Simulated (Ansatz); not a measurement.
**CoO under changes of volume**

One of the cells (9.578 Å³/atom); the others are scaled copies at fixed shape and fractional positions:

```
CELL_PARAMETERS angstrom
1.50547 0.86918 2.43993
-1.50547 0.86918 2.43993
0.00000 -1.73837 2.43993
ATOMIC_POSITIONS crystal
Co 0.00000 0.00000 0.00000
O 0.50000 0.50000 0.50000
```

The cell is a database's computed one.

| Quantity | Value |
| --- | --- |
| Program | Ansatz 0.2.0 |
| Functional | PBEsol |
| Potentials or basis | all-electron LAPW, scalar-relativistic |
| Cutoff | 391 eV (chosen from the basis error) |
| Basis error allowed | 0.0005 eV/atom |
| k mesh | 11 × 11 × 11 |
| Occupations | fermi-dirac, width 0.05 eV |
| Spin | collinear spin, ferromagnetic start |
| Starting moments | [2.0, 0.0] μB |

```csv
volume (Å³/atom),energy over the lowest point (meV/atom),pressure (GPa),moment (μB per cell)
9.003,0.00,1.4,2.78
9.195,0.52,-2.5,2.84
9.387,5.70,-6.0,2.89
9.578,14.84,-9.2,2.94
9.770,27.60,-12.2,2.97
9.961,43.87,-15.0,2.99
10.153,?,?,?
```

What does the run at 10.153 Å³/atom give?

Energy over the lowest point 63.41 meV/atom; pressure -17.5 GPa; moment 2.99 μB per cell.

Worked out: A Birch-Murnaghan fit of order 3 (a polynomial in V^(-2/3)) to the other rows has its minimum at 9.07 Å³/atom with B0 = V·E''(V) = 188 GPa and B' = 3.5 at fixed shape and positions, which overstates the stiffness. It gives 63.17 meV/atom at 10.153 Å³/atom, against the run's 63.41, and -dE/dV = -17.3 GPa, against -17.5. A parabola through the other rows of the moment, of slope 0.0402 μB per Å³/atom there, extrapolates to 3.00 μB, against the run's 2.99.

Energies are extrapolated to zero smearing.

Caveats: a cell with one magnetic atom can't hold antiferromagnetic order, which such compounds often take.
